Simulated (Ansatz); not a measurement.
Computed with Ansatz, DFT PBE, scalar-relativistic, plane waves, PAW. All cells share a 420 eV cutoff and Γ-centred k meshes spaced at most about 0.3 Å⁻¹ (about 0.25 or finer for metals, 2π included). No spin polarisation.

Temperature and zero-point effects are left out.

Two forms of In₅Sb₃As₂ were relaxed alike.

A. Space group P2/m (No. 10), monoclinic, a = 6.610 Å, b = 5.574 Å, c = 7.335 Å, β = 92.3°. In on a site of symmetry 2/m has 4 In at 2.97–3.14 Å and 4 As at 3.37 Å; In on a site of symmetry m has 2 In at 2.97 Å, 4 Sb at 3.26–3.27 Å and 2 In at 3.33–3.39 Å; In on a second site of symmetry m is surrounded by 3 In at 2.97–3.14 Å, 2 As at 3.05 Å, 2 Sb at 3.23 Å and 1 In at 3.33 Å; Sb on a site of symmetry m is surrounded by 2 As at 2.87–2.94 Å, 1 Sb at 3.14 Å, 4 In at 3.23–3.27 Å and 1 Sb at 3.40 Å; As has 3 Sb at 2.87–2.94 Å, 2 In at 3.05 Å and 2 In at 3.37 Å; 1 more site not described.

B. Space group Pmmm (No. 47), orthorhombic, a = 2.997 Å, b = 5.593 Å, c = 16.272 Å. Around In on a site of symmetry mm2 lie 2 In at 3.00 Å, 4 Sb at 3.20–3.25 Å and 2 In at 3.31–3.33 Å; In on a second site of symmetry mm2 is surrounded by 4 In at 3.00–3.33 Å, 2 Sb at 3.31 Å and 2 As at 3.36 Å; In on a site of symmetry mmm is surrounded by 4 In at 3.00–3.15 Å and 4 As at 3.08 Å; Sb on a site of symmetry mmm is surrounded by 2 Sb at 3.00 Å, 2 Sb at 3.22 Å and 4 In at 3.25 Å; around As lie 1 As at 2.56 Å, 2 As at 3.00 Å, 2 In at 3.08 Å, 2 In at 3.36 Å and 1 Sb at 3.64 Å; 1 more site not described.

**Question.** Which form is favoured at zero pressure, and by what margin per atom?

**Answer.** A is lower, by 20 meV/atom. A has space group P2/m (No. 10), 27.0 Å³/atom and no gap on its mesh; B has space group Pmmm (No. 47), 27.3 Å³/atom and no gap. Counting In or Sb atoms around As (for each partner element, those within 1.25 times its shortest distance or 1.15 times the sum of covalent radii, where it is the nearest in units of that sum or under 1.3), A has As 7 and B has As 4. B holds Sb–Sb chains (shortest 3.00 Å) and As–As pairs (shortest 2.56 Å); in A the shortest Sb–Sb distance is 3.14 Å, near bonding range too and the shortest As–As distance is 3.80 Å. Even the lower one lies +0.09 eV/atom against the reference forms of the elements (uncorrected), so neither is stable at this level. Both come from invented guesses.

For metals, differences of a few meV/atom aren't resolved. These runs have no spin–orbit coupling, which can matter for Sb. Cells relaxed within their symmetry can be saddle points.
